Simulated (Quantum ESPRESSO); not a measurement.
Wanted: the native input for a Quantum ESPRESSO 7.5 run.

| Quantity | Value |
| --- | --- |
| Task | relaxation of cell and atoms |
| Functional | PBEsol |
| Potentials or basis | GBRV 1.5 PBEsol |
| Cutoff | 707 eV |
| Density cutoff | 5633 eV |
| k mesh | 10 × 10 × 5 |
| Occupations | fermi-dirac, width 0.05 eV |
| Spin | no spin polarisation |
| Target pressure | 5 GPa |
| Mixing beta | 0.5 |
| Most SCF iterations | 120 |
| SCF threshold | 4e-10 Ry |
| Most ionic steps | 40 |
| Forc conv thr | 0.0004 Ry/bohr |
| Etot conv thr | 1e-05 Ry |
| Ion dynamics | bfgs |
| Cell dynamics | bfgs |
| Press conv thr | 0.3 kbar |

Crystal: Hf.

```
Hf
1.0
     3.19670    0.00000    0.00000
    -1.59835    2.76842    0.00000
     0.00000    0.00000    5.05780
Hf
2
Direct
  0.66667 0.33333 0.75000
  0.33333 0.66667 0.25000
```

One way to write it, as run:

pw.in

```
&CONTROL
  calculation = 'vc-relax'
  prefix = 'pwscf'
  outdir = './tmp'
  pseudo_dir = './pseudo'
  tprnfor = .true.
  tstress = .true.
  disk_io = 'low'
  nstep = 40
  forc_conv_thr = 0.0004
  etot_conv_thr = 1d-05
/
&SYSTEM
  ibrav = 0
  celldm(1) = 8
  nat = 2
  ntyp = 1
  ecutwfc = 52
  ecutrho = 414
  nbnd = 19
  occupations = 'smearing'
  smearing = 'fd'
  degauss = 0.00367493
/
&ELECTRONS
  conv_thr = 4d-10
  electron_maxstep = 120
  mixing_beta = 0.5
/
&IONS
  ion_dynamics = 'bfgs'
/
&CELL
  cell_dynamics = 'bfgs'
  press = 50
  press_conv_thr = 0.3
/
ATOMIC_SPECIES
Hf   178.4900 hf_pbesol_v1.uspp.F.UPF
CELL_PARAMETERS alat
  0.7551109378239   0.0000000000000   0.0000000000000
 -0.3775554689119   0.6539452548363   0.0000000000000
  0.0000000000000   0.0000000000000   1.1947320991415
ATOMIC_POSITIONS crystal
Hf     0.6666666667    0.3333333333    0.7500000000
Hf     0.3333333333    0.6666666667    0.2500000000
K_POINTS automatic
10 10 5 0 0 0
```

Potentials or basis: GBRV 1.5 PBEsol.

Run with:

```sh
$ OMP_NUM_THREADS=1 mpirun -n 2 pw.x -nk 2 -in pw.in > pw.out
```

It gave:

```json
{"Relaxed volume": "20.78 Å³/atom", "Relaxed cell": "a = 3.120 Å, b = 3.120 Å, c = 4.931 Å, α = 90.00°, β = 90.00°, γ = 120.00°", "Space group after relaxing (to 0.05 Å)": "P6_3/mmc (No. 194)", "Energy change on relaxing (the enthalpy is what falls)": "+4.6 meV/atom", "Ionic steps": "6", "Pressure after relaxing": "5.0 GPa", "Band gap on the k mesh": "none (metal or under the smearing width)"}
```

Wall time 99 s on 2 MPI ranks on Arm Neoverse V1, on a shared host, peak memory 0.42 GiB a rank.
